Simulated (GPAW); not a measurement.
# BeTe in GPAW: convergence with smearing width (eV)

The system is BeTe.

```
Be Te
1.0
     1.78700   -4.79745    0.00000
     1.78700    4.79745    0.00000
     0.00000    0.00000    3.56915
Be Te
1 1
Direct
  0.50000 0.50000 0.50000
  0.00000 0.00000 0.00000
```

The cell was built by a generator and needn't be a form met in nature.

```yaml
Program: GPAW 26.7.0
Task: convergence study
Functional: PBE
Potentials_or_basis: GPAW PAW data sets (gpaw-data 1.2.1)
Cutoff: 800 eV
Basis: pw
k_mesh: 6 × 6 × 6
Occupations: fermi-dirac, width 0.5 eV
Spin: no spin polarisation
```

These are the settings of the first run; the series varies smearing width (eV), with any setting tied to it.

Hardware: 1 thread of Arm Neoverse V2, on a shared host.

Problem. The values tried are 0.5, 0.3, 0.2, 0.15, 0.1, 0.05, 0.025, 0.01, loosest first. From which on does the energy stay within 1 meV/atom of the tightest run that finished?

Solution. From 0.05 on.

| smearing width (eV) | energy less the tightest run, at zero smearing (meV/atom) | pressure (GPa) | SCF cycles | CPU time (s) | peak memory (GiB) |
| --- | --- | --- | --- | --- | --- |
| 0.5 | 4.22 | 0.57 | 10 | 33 | 0.22 |
| 0.3 | -6.51 | 0.22 | 10 | 33 | 0.22 |
| 0.2 | -6.46 | 0.08 | 10 | 33 | 0.22 |
| 0.15 | -4.84 | 0.03 | 10 | 34 | 0.22 |
| 0.1 | -2.45 | -0.02 | 10 | 33 | 0.22 |
| 0.05 | -0.50 | -0.09 | 10 | 33 | 0.22 |
| 0.025 | -0.19 | -0.13 | 10 | 32 | 0.22 |
| 0.01 | 0.00 | -0.14 | 10 | 32 | 0.22 |

Against the tightest run, the pressure stays within 0.1 GPa from 0.05 on. Narrower smearing needs a denser k mesh, so at a fixed mesh the narrowest width isn't the most accurate. The tightest run that finished is the yardstick and may itself not be fully converged.

The run has no spin-orbit coupling, so splittings on Te are missing.
